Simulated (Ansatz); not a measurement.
Rocksalt MgO, relaxed with r2SCAN in the plane-wave code Ansatz. It is cubic, Fm-3m (No. 225); a = 4.204 Å in the conventional setting, 9.29 Å³ an atom. Mg has 6 O at 2.10 Å; O has 6 Mg at 2.10 Å.

The axes x, y and z are those of this cell:
```xyz
2
Lattice="0.0000 2.1022 2.1022 2.1022 0.0000 2.1022 2.1022 2.1022 0.0000" Properties=species:S:1:pos:R:3 pbc="T T T"
Mg    0.0000    0.0000    0.0000
O     2.1022    2.1022    2.1022
```

Unstrained: PBE gives a direct gap of 4.797 eV at Γ. The r2SCAN gap is direct at Γ: 5.685 eV. With HSE06 the gap is 6.541 eV and direct, at Γ. Meshes: PBE 10×10×10, r2SCAN 10×10×10, HSE06 8×8×8. Strains are changes of length per length. After each strain the atoms were relaxed again with r2SCAN within the symmetry that the strain leaves, so tilts or polar shifts that break it weren't tested; points keep the names that they have in the unstrained zone. Spin-unpolarised throughout; all numbers are computed.

**Question.** For epitaxial -4.95 % in the xy plane, how far does the free direction move, and what happens to the gap?

**Answer.** The normal strain at zero normal stress is +3.47 %, 0.70 of the in-plane strain with the sign turned. PBE: the gap goes from 4.797 to 5.341 eV (+0.544 eV); with r2SCAN the top three valence levels at Γ, degenerate before, become 1+2 from the top over 115 meV. r2SCAN: the gap goes from 5.685 to 6.249 eV (+0.564 eV). HSE06: the gap goes from 6.541 to 7.102 eV (+0.561 eV).

**Question.** Estimate what biaxial +4.56 % in x and y, z held does to the gap.

**Answer.** PBE: the gap goes from 4.797 to 3.931 eV (-0.866 eV); with r2SCAN the top three valence levels at Γ, degenerate before, become 2+1 from the top over 115 meV. r2SCAN: the gap goes from 5.685 to 4.780 eV (-0.905 eV). HSE06: the gap goes from 6.541 to 5.579 eV (-0.962 eV). The r2SCAN energy rises by 41.6 meV an atom.

**Question.** For epitaxial -0.33 % in the plane normal to [111], how far does the free direction move, and what happens to the gap?

**Answer.** The normal strain at zero normal stress is +0.11 %, 0.34 of the in-plane strain with the sign turned. PBE: the gap goes from 4.797 to 4.839 eV (+0.042 eV); with r2SCAN the top three valence levels at Γ, degenerate before, become 2+1 from the top over 34 meV. r2SCAN: the gap goes from 5.685 to 5.729 eV (+0.044 eV). HSE06: the gap goes from 6.541 to 6.589 eV (+0.048 eV).

The meshes of the hybrids are coarse, so their gaps aren't converged to the digits shown.

The splittings at Γ are without spin-orbit coupling, which regroups them where it is of like size or larger.
